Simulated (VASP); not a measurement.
# LiH21O11 in VASP: notebook

The runs below take LiH21O11 through single point, with PBE.

Everything below comes from runs of VASP 6.6.1. Logs are shortened: lines on timing, memory, paths and dates and some standing lists are left out, and cuts for length are marked.

**1. The crystal as given**

The cell holds a amorphous, 33 atoms: a = 7.007 Å, b = 7.007 Å, c = 7.007 Å, α = 90.00°, β = 90.00°, γ = 90.00°.

The cell was built by a generator and needn't be a form met in nature.

**2. Single point, PBE**

Contents of INCAR:

```
PREC = Accurate
ENCUT = 520
EDIFF = 1E-7
ISMEAR = -1
SIGMA = 0.05
LREAL = Auto
LASPH = T
NELM = 80
ALGO = Normal
ISIF = 2
LWAVE = F
LCHARG = T
GGA = PE
LELF = T
LVHAR = T
NBANDS = 67
```

Contents of KPOINTS:

```
regular mesh
0
Gamma
  1 1 1
```

Contents of POSCAR:

```
LiH21O11
1.0
    7.0067960000      0.0000000000      0.0000000000
    0.0000000000      7.0067960000      0.0000000000
    0.0000000000      0.0000000000      7.0067960000
O H Li
11 21 1
Direct
    0.0505794660      0.4454246991      0.4218618610
    0.5566881068      0.6677659803      0.2437918843
    0.6980080482      0.3607069479      0.3537850966
    0.2211709889      0.7094826223      0.1052264116
    0.6201407890      0.6787695831      0.8300798254
    0.1667238492      1.0712028722      0.5025264044
    0.7890625045     -0.0158845783      0.6555635415
    0.2863220222      0.3302650741      0.0742136634
    0.6553209199      0.2900041617      0.8838133720
    0.1421905247      0.0405748933      0.8916914379
    0.3290519661      0.7147917536      0.5832194915
    0.0758406553      0.5243338039      0.3134528249
   -0.0938231968      0.4121284536      0.4061342731
    0.4098592281      0.6806106529      0.4803622083
    0.6078241753      0.7686109314      0.3040762140
    0.6416770233      0.4880690119      0.3249273991
    0.6756583180      0.2936720293      0.2452476139
    0.2214564260      0.8136386445     -0.0059085494
    0.3561114096      0.7334022569      0.1424616901
    0.4943058140      0.6713339449      0.7680257853
    0.6017586355      0.6737601608      0.9694587940
    0.0363504232      1.0800656962      0.5048099017
    0.2277075000      0.9414859516      0.5040106776
    0.7181884559      0.1058401015      0.6662531634
    0.7100963122     -0.1226951662      0.7195728262
    0.2278502186      0.4533170368      0.0526203417
    0.2402667353      0.2261518674     -0.0187246782
    0.5239056482      0.3003369871      0.9319380784
    0.6942402776      0.4197210822      0.8899788149
   -0.0090769019      0.0389336296      0.8740514209
    0.1869613444      0.0391762512      0.7478739213
    0.2107382604      0.6444457638      0.5699894788
    0.2975254310      0.2747332732      0.3238855534
```

Potentials or basis: VASP PAW PBE potentials, release 64 (O, H, Li_sv).

Run with:

```
> cat potpaw_PBE.64/O/POTCAR potpaw_PBE.64/H/POTCAR potpaw_PBE.64/Li_sv/POTCAR > POTCAR
> mpirun -np 1 vasp_gam > vasp.out
```

OUTCAR:

```text
PREC = Accurate
   ENCUT = 520
   EDIFF = 1E-7
   ISMEAR = -1
   LREAL = Auto
   LASPH = T
   NELM = 80
   ISIF = 2
   GGA = PE

 ion  position               nearest neighbor table
   1  0.051  0.445  0.422-  12 0.96  13 1.04  33 2.21
   2  0.557  0.668  0.244-  15 0.90
   3  0.698  0.361  0.354-  17 0.91  16 1.00
   4  0.221  0.709  0.105-  19 1.00  18 1.07
   5  0.620  0.679  0.830-  20 0.98  21 0.99
   6  0.167  0.071  0.503-  22 0.92  23 1.00  33 2.11
   7  0.789  0.984  0.656-  24 0.99  25 1.03
   8  0.286  0.330  0.074-  26 0.97  27 1.03  33 1.79
   9  0.655  0.290  0.884-  29 0.95  28 0.98
  10  0.142  0.041  0.892-  31 1.06  30 1.07
  11  0.329  0.715  0.583-  14 0.95  32 0.97
  12  0.076  0.524  0.313-   1 0.96
  13  0.906  0.412  0.406-   1 1.04
  14  0.410  0.681  0.480-  11 0.95
  15  0.608  0.769  0.304-   2 0.90
  16  0.642  0.488  0.325-   3 1.00
  17  0.676  0.294  0.245-   3 0.91
[... 13 lines left out ...]
  31  0.187  0.039  0.748-  10 1.06
  32  0.211  0.644  0.570-  11 0.97
  33  0.298  0.275  0.324-   8 1.79   6 2.11   1 2.21

  LATTYP: Found a simple cubic cell.
 ALAT       =     7.0067960000

  Lattice vectors:

 A1 = (   7.0067960000,   0.0000000000,   0.0000000000)
 A2 = (   0.0000000000,   7.0067960000,   0.0000000000)
 A3 = (   0.0000000000,   0.0000000000,   7.0067960000)

Analysis of symmetry for initial positions (statically):
=====================================================================
 Subroutine PRICEL returns:
 Original cell was already a primitive cell.

 Routine SETGRP: Setting up the symmetry group for a
 simple cubic supercell.

 Subroutine GETGRP returns: Found  1 space group operations
 (whereof  1 operations were pure point group operations)
 out of a pool of 48 trial point group operations.

The static configuration has the point symmetry C_1 .

Analysis of symmetry for dynamics (positions and initial velocities):
=====================================================================
 Subroutine PRICEL returns:
 Original cell was already a primitive cell.

 Routine SETGRP: Setting up the symmetry group for a
 simple cubic supercell.

 Subroutine GETGRP returns: Found  1 space group operations
 (whereof  1 operations were pure point group operations)
 out of a pool of 48 trial point group operations.

The dynamic configuration has the point symmetry C_1 .

 Subroutine INISYM returns: Found  1 space group operations
 (whereof  1 operations are pure point group operations),
 and found     1 'primitive' translations

----------------------------------------------------------------------------------------

                                     Primitive cell

  volume of cell :     344.0000

  direct lattice vectors                    reciprocal lattice vectors
     7.006796000  0.000000000  0.000000000     0.142718584  0.000000000  0.000000000
     0.000000000  7.006796000  0.000000000     0.000000000  0.142718584  0.000000000
     0.000000000  0.000000000  7.006796000     0.000000000  0.000000000  0.142718584

  length of vectors
     7.006796000  7.006796000  7.006796000     0.142718584  0.142718584  0.142718584

  position of ions in fractional coordinates (direct lattice)
     0.050579466  0.445424699  0.421861861
     0.556688107  0.667765980  0.243791884
     0.698008048  0.360706948  0.353785097
     0.221170989  0.709482622  0.105226412
     0.620140789  0.678769583  0.830079825
     0.166723849  0.071202872  0.502526404
[... 25 lines left out ...]
     0.210738260  0.644445764  0.569989479
     0.297525431  0.274733273  0.323885553

  ion indices of the primitive-cell ions
   primitive index   ion index
                 1           1
                 2           2
                 3           3
                 4           4
                 5           5
                 6           6
[... 25 lines left out ...]
                32          32
                33          33

----------------------------------------------------------------------------------------

 KPOINTS: regular mesh

Automatic generation of k-mesh.
 Grid dimensions read from file:
 generate k-points for:    1    1    1

 Generating k-lattice:

  Cartesian coordinates                     Fractional coordinates (reciprocal lattice)
     0.142718584  0.000000000  0.000000000     1.000000000  0.000000000  0.000000000
     0.000000000  0.142718584  0.000000000     0.000000000  1.000000000  0.000000000
     0.000000000  0.000000000  0.142718584     0.000000000  0.000000000  1.000000000

  Length of vectors
     0.142718584  0.142718584  0.142718584

  Shift w.r.t. Gamma in fractional coordinates (k-lattice)
     0.000000000  0.000000000  0.000000000

 Subroutine IBZKPT returns following result:
 ===========================================

 Found      1 irreducible k-points:

 Following reciprocal coordinates:
            Coordinates               Weight
  0.000000  0.000000  0.000000      1.000000
   k-points           NKPTS =      1   k-points in BZ     NKDIM =      1   number of bands    NBANDS=     67
   number of dos      NEDOS =    301   number of ions     NIONS =     33
   total plane-waves  NPLWV = 157464
   dimension x,y,z NGX =    54 NGY =   54 NGZ =   54
   dimension x,y,z NGXF=   108 NGYF=  108 NGZF=  108
   ions per type =              11  21   1
   NGX,Y,Z   is equivalent  to a cutoff of  12.81, 12.81, 12.81 a.u.
   NGXF,Y,Z  is equivalent  to a cutoff of  25.62, 25.62, 25.62 a.u.
 SYSTEM =  unknown system
   PREC   = accura    normal or accurate (medium, high low for compatibility)
   ISTART =      0    job   : 0-new  1-cont  2-samecut
   ICHARG =      2    charge: 1-file 2-atom 10-const
   ISPIN  =      1    spin polarized calculation?
   LNONCOLLINEAR =      F non collinear calculations
   LSORBIT =      F    spin-orbit coupling
   LASPH  =      T    aspherical Exc in radial PAW
   ENCUT  =  520.0 eV  38.22 Ry    6.18 a.u.  13.03 13.03 13.03*2*pi/ulx,y,z
   NELM   =     80;   NELMIN=  2; NELMDL= -5     # of ELM steps
   EDIFF  = 0.1E-06   stopping-criterion for ELM
   LREAL  =      T    real-space projection
   EDIFFG = 0.1E-05   stopping-criterion for IOM
   NSW    =      0    number of steps for IOM
   IBRION =     -1    ionic relax: 0-MD 1-quasi-New 2-CG
   NFREE  =      0    steps in history (QN), initial steepest desc. (CG)
   ISIF   =      2    stress and relaxation
   ISYM   =      2    0-nonsym 1-usesym 2-fastsym
   POTIM  = 0.5000    time-step for ionic-motion
   TEBEG  =    0.0;   TEEND  =   0.0 temperature during run
   PSTRESS=    0.0 pullay stress
   NELECT =      90.0000    total number of electrons
   NUPDOWN=      -1.0000    fix difference up-down
   EMIN   =  10.00;   EMAX   =-10.00  energy-range for DOS
   EFERMI =   0.00;   METHOD = LEGACY
   ISMEAR =    -1;   SIGMA  =   0.05  broadening in eV -4-tet -1-fermi 0-gaus
   EFERMI_NEDOS =   21; number of points for ismear=-14 and -15
   IALGO  =     38    algorithm
   IMIX   =      4    mixing-type and parameters
     AMIX     =   0.40;   BMIX     =  1.00
     AMIX_MAG =   1.60;   BMIX_MAG =  1.00
  volume/ion in A,a.u.               =      10.42        70.35
  Fermi-wavevector in a.u.,A,eV,Ry     =   1.047055  1.978647 14.916398  1.096324
  Thomas-Fermi vector in A             =   2.181919
   LORBIT       =      0    0 simple, 1 ext, 2 COOP (PROOUT), +10 PAW based schemes
   GGA     = PE    functional components
   LHFCALC =     F    Hartree Fock is set to
   AEXX    =    0.0000 exact exchange contribution
   IVDW    =     0    specifies the selected vdW correction
   LEPSILON=     F    determine dielectric tensor
   LRPA    =     F    only Hartree local field effects (RPA)
 non-spin polarized calculation
  energy-cutoff  :      520.00
  volume of cell :      344.00
 maximum number of plane-waves:      4586
 NGX is ok and might be reduce to    54
   NGX = 27   NGY = 27   NGZ = 27

 number of electron      89.9999999 magnetization

 Free energy of the ion-electron system (eV)
  ---------------------------------------------------
  ext. energy  EPLUGINS =         0.00000000
  ---------------------------------------------------
  free energy    TOTEN  =      -159.45739404 eV

  energy without entropy =     -159.45739404  energy(sigma->0) =     -159.45739404

 E-fermi :  -1.5849     XC(G=0):  -6.6615

 val. band max:       -2.7746925536   @ k =   0.0000   0.0000   0.0000
 cond. band min:       1.0646562500   @ k =   0.0000   0.0000   0.0000
 fundamental gap:      3.8393488037
 Fermi energy:        -1.5849348695

 k-point     1 :       0.0000    0.0000    0.0000
  band No.  band energies     occupation
      1     -46.8850      2.00000
      2     -23.1053      2.00000
      3     -22.7818      2.00000
      4     -22.5246      2.00000
      5     -22.3244      2.00000
      6     -22.0027      2.00000
[... 49 lines left out ...]
     56       6.1780      0.00000
     57       6.3456      0.00000
 [bands above 57 left out]

------------------------ aborting loop because EDIFF is reached ----------------------------------------

  FORCE on cell =-STRESS in cart. coord.  units (eV):
  Direction    XX          YY          ZZ          XY          YZ          ZX
  --------------------------------------------------------------------------------------
  -------------------------------------------------------------------------------------
  Total        1.9665048      6.4757676      3.0207273     -0.2507646      4.7615512      2.3952811
  in kB        9.1589815     30.1608391     14.0690148     -1.1679341     22.1768891     11.1560038
  external PRESSURE =      17.7962784 kB  Pullay stress =       0.0000000 kB

 VOLUME and BASIS-vectors are now :
 -----------------------------------------------------------------------------
  energy-cutoff  :      520.00
  volume of cell :      344.00
      direct lattice vectors                 reciprocal lattice vectors
     7.006796000  0.000000000  0.000000000     0.142718584  0.000000000  0.000000000
     0.000000000  7.006796000  0.000000000     0.000000000  0.142718584  0.000000000
     0.000000000  0.000000000  7.006796000     0.000000000  0.000000000  0.142718584

 POSITION                                       TOTAL-FORCE (eV/Angst)
 -----------------------------------------------------------------------------------
      0.35440      3.12100      2.95590        -0.358379     -0.505989      0.660447
      3.90060      4.67890      1.70820        -2.117994     -3.355718     -1.901370
      4.89080      2.52740      2.47890         0.675609      0.450755      3.909250
      1.54970      4.97120      0.73730        -0.265481      2.151584     -2.638847
      4.34520      4.75600      5.81620         0.365799      0.167069      0.008235
      1.16820      0.49890      3.52110         5.228220      0.093108     -0.304905
[... 25 lines left out ...]
      1.47660      4.51550      3.99380        -0.504749     -0.663079     -0.213692
      2.08470      1.92500      2.26940        -0.582939     -0.141581      1.002533
 -----------------------------------------------------------------------------------
    total drift:                                0.012636     -0.006224      0.020104

  FREE ENERGIE OF THE ION-ELECTRON SYSTEM (eV)
  ---------------------------------------------------
  free  energy   TOTEN  =      -159.4573940410 eV

  energy  without entropy=     -159.4573940409  energy(sigma->0) =     -159.45739404
```

Run time: 26 s. Hardware: 1 thread of Intel Xeon 6975P-C (Granite Rapids), shared host; peak memory 0.36 GiB.

What came out:

* Free energy: -159.4574 eV
* Largest force: 5.238 eV/Å
* Band gap on the k mesh: 3.84 eV, direct

Forces on the atoms (eV/Å):
```
O   -0.358 -0.506  0.660
O   -2.118 -3.356 -1.901
O    0.676  0.451  3.909
O   -0.265  2.152 -2.639
O    0.366  0.167  0.008
O    5.228  0.093 -0.305
O   -0.550 -0.383  0.268
O    0.728 -1.759 -0.650
O   -0.595 -1.607  0.371
O   -1.634 -0.190 -2.272
O   -0.940  1.204  1.819
H    0.008  0.974 -0.918
H    0.879 -0.005 -0.008
H    1.195 -0.639 -2.153
H    2.294  3.853  2.057
H   -0.534  1.543 -0.523
H   -0.210 -2.253 -3.569
H   -1.110 -1.623  1.851
H    0.583 -0.936  0.983
H   -0.123 -0.024  0.044
H   -0.144  0.346  0.422
H   -3.614 -0.651  0.065
H   -1.032  0.113 -0.080
H    0.111 -0.523  0.368
H    0.767  0.944 -0.327
H   -0.212  1.197 -0.443
H   -0.513  0.586  0.684
H    0.038 -0.089  0.023
H    0.538  1.471 -0.433
H    2.555 -0.030  0.042
H   -0.924  0.285  1.859
H   -0.505 -0.663 -0.214
Li  -0.583 -0.142  1.003
```

Caveat: the cutoff is under 1.25 times the usual one of these potentials, so pressure, stress and relaxed cells hold a basis-set (Pulay) error.

**3. Single point, PBE**

Contents of INCAR:

```
SYSTEM = LiH21O11
PREC     = Accurate       ! precision mode
ENCUT    = 520            ! plane-wave cutoff, eV
EDIFF    = 1E-7           ! SCF threshold, eV
ISMEAR   = -1             ! smearing method
SIGMA    = 0.05           ! smearing width, eV
LREAL    = Auto         
LASPH    = .TRUE.         ! aspherical terms in the spheres
NELM     = 60             ! most SCF steps
ALGO     = Normal         ! electronic algorithm
ISIF     = 2              ! what is computed and relaxed
LWAVE    = .FALSE.        ! write WAVECAR
LCHARG   = .TRUE.         ! write CHGCAR
GGA      = PE             ! functional
LELF     = .TRUE.         ! ELF
LVHAR    = .TRUE.       
NBANDS   = 67             ! bands
```

Contents of KPOINTS:

```
Automatic mesh
0
G
  1 1 1
  0 0 0
```

Contents of POSCAR:

```
LiH21O11
1.0
    7.0067960000      0.0000000000      0.0000000000
    0.0000000000      7.0067960000      0.0000000000
    0.0000000000      0.0000000000      7.0067960000
O H Li
11 21 1
Direct
    0.0500942228      0.4666754962      0.4482505271
    0.5317551703      0.7051725211      0.2994093163
    0.7153198124      0.3643605437      0.3036766020
    0.1793972595      0.7432783829      0.1247503138
    0.6483134374      0.6671380186      0.8389283775
    0.1811098825      1.0685483065      0.5179542832
    0.8241570041     -0.0276731333      0.6158164159
    0.3511162591      0.3396702287      0.1019438842
    0.7106243710      0.2587916075      0.8690277268
    0.1438888759      0.0712879325      0.9215053499
    0.3371012942      0.6906723130      0.5947939686
    0.0504938348      0.5601847121      0.3392135293
   -0.0522635453      0.3821575510      0.4273707983
    0.4068621378      0.7081267958      0.4558003401
    0.5818065775      0.8283672024      0.3210739973
    0.6777420093      0.4986872745      0.3243850684
    0.7007767887      0.3666440410      0.1687219094
    0.1776989083      0.8321777885      0.0158988502
    0.3069163138      0.7679686978      0.1841926039
    0.5317837140      0.6482135344      0.7700952047
    0.6340701228      0.6457016873      0.9820465731
    0.0606125824      1.0192818515      0.5730008409
    0.2764030807      0.9643922843      0.5370643016
    0.7544817917      0.0880716379      0.6765289014
    0.8021783423     -0.1505966493      0.7012477600
    0.3717105507      0.4782357015      0.1102929213
    0.2347720699      0.3105413658      0.0324684777
    0.5760407467      0.2248959439      0.8955162959
    0.6989357190      0.4062199042      0.8251274905
    0.0047810725      0.0509505343      0.9254729266
    0.1679369572      0.1072815592      0.7812986135
    0.2058287411      0.6410062459      0.5786953124
    0.2407662504      0.2867929935      0.3505453848
```

Potentials or basis: VASP PAW PBE potentials, release 64 (O, H, Li_sv).

Run with:

```
> cat potpaw_PBE.64/O/POTCAR potpaw_PBE.64/H/POTCAR potpaw_PBE.64/Li_sv/POTCAR > POTCAR
> mpirun -np 1 vasp_gam > vasp.out
```

It took 28 s on 1 thread of Intel Xeon 6975P-C (Granite Rapids), shared host; peak memory 0.35 GiB.

The run converged. Its results:

| Quantity | Value |
| --- | --- |
| Free energy | -159.5105 eV |
| Largest force | 3.131 eV/Å |
| Band gap on the k mesh | 3.64 eV, direct |

Forces on the atoms (eV/Å):
```
O    2.461  1.836 -0.613
O   -0.961 -1.154 -0.615
O    0.210  0.110  0.960
O    0.312 -0.239  0.136
O    2.008 -0.676  2.166
O    1.297  0.244  0.141
O   -0.632 -0.868  1.717
O    0.503  0.114  0.686
O   -0.813  2.333 -0.910
O   -0.352  0.612 -1.435
O   -0.307  0.553  0.002
H   -0.312 -0.547  0.653
H   -2.342 -0.913 -0.624
H    0.103 -0.850  0.465
H    1.034  1.366  0.069
H   -0.490  0.650  0.630
H    0.141 -0.923 -1.421
H   -0.100 -0.002  0.188
H   -0.047 -0.313 -0.006
H   -1.836  0.141 -0.630
H   -0.336  0.722 -1.584
H   -0.882 -0.245 -0.518
H   -0.557 -0.096 -0.004
H    0.909 -1.607 -0.194
H   -0.213  2.341 -1.264
H   -0.434  0.033 -0.210
H   -0.292 -0.055 -0.639
H    0.501  0.248  0.138
H    0.266 -2.355  0.765
H    0.326  0.292 -0.072
H   -0.169 -0.493  1.431
H    0.803  0.040  0.084
Li   0.201 -0.300  0.507
```

Levels at points of the mesh, in eV from the valence-band top:
| k point | band 42 | band 43 | band 44 | band 45 | band 46 | band 47 | band 48 | band 49 |
| --- | --- | --- | --- | --- | --- | --- | --- | --- |
| (0.00, 0.00, 0.00) | -0.76 | -0.69 | -0.13 | 0.00 | 3.64 | 6.51 | 6.66 | 6.86 |

Caveat: the cutoff is under 1.25 times the usual one of these potentials, so pressure, stress and relaxed cells hold a basis-set (Pulay) error. A hybrid or GW would open this gap; PBE tends to underestimate it.

(Continued in part 2 of 3.)
